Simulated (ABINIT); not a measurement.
AlN in ABINIT: convergence with k mesh

The system is AlN.

```xyz
2
Lattice="0.0000 2.1840 2.1840 2.1840 0.0000 2.1840 2.1840 2.1840 0.0000" Properties=species:S:1:pos:R:3 pbc="T T T"
Al    0.0000    0.0000    0.0000
N     1.0920    1.0920    1.0920
```

Measurements of this composition are mostly on another form, of space group No. 186.

```yaml
Program: ABINIT 10.8.3 (patched build)
Task: single point
Functional: LDA
Potentials_or_basis: JTH PAW LDA v2.0
Cutoff: 707 eV
k_mesh: 2 × 2 × 2
Occupations: fermi-dirac, width 0.1 eV
Spin: no spin polarisation
```

These are the settings of the first run; the series varies k mesh, with any setting tied to it.

Hardware: 1 thread of Arm Neoverse V1 (shared host).

**Question.** The values tried are 2 × 2 × 2, 3 × 3 × 3, 4 × 4 × 4, 6 × 6 × 6, 8 × 8 × 8, 9 × 9 × 9, 10 × 10 × 10, 12 × 12 × 12, 15 × 15 × 15, loosest first. From which on does the energy stay within 1 meV/atom of the tightest run that finished?

**Answer.** From 6 × 6 × 6 on.

```csv
k mesh,"energy less the tightest run, at zero smearing (meV/atom)",pressure (GPa),gap on the mesh (eV),SCF cycles,CPU time (s),peak memory (GiB)
2 × 2 × 2,738.98,0.55,2.689,10,1.6,0.07
3 × 3 × 3,102.90,-3.59,4.158,11,2,0.07
4 × 4 × 4,19.16,-3.93,3.200,11,2.7,0.07
6 × 6 × 6,0.96,-3.98,3.229,11,4.4,0.07
8 × 8 × 8,0.06,-3.98,3.231,11,7.1,0.07
9 × 9 × 9,0.01,-3.98,3.415,11,8.6,0.07
10 × 10 × 10,0.01,-3.98,3.231,11,11,0.08
12 × 12 × 12,0.00,-3.98,3.231,11,16,0.08
15 × 15 × 15,0.00,-3.98,3.298,11,27,0.09
```

Against the tightest run, the pressure stays within 0.1 GPa from 4 × 4 × 4 on. Not settled before the last step: the gap on the mesh (to 0.01 eV). Meshes of other sizes hit other points, so gaps and Fermi surfaces needn't settle smoothly. The tightest run that finished is the yardstick and may itself not be fully converged.

Caveat, for the tightest run too: an odd mesh through Γ misses points on the zone boundary, where band edges often lie.
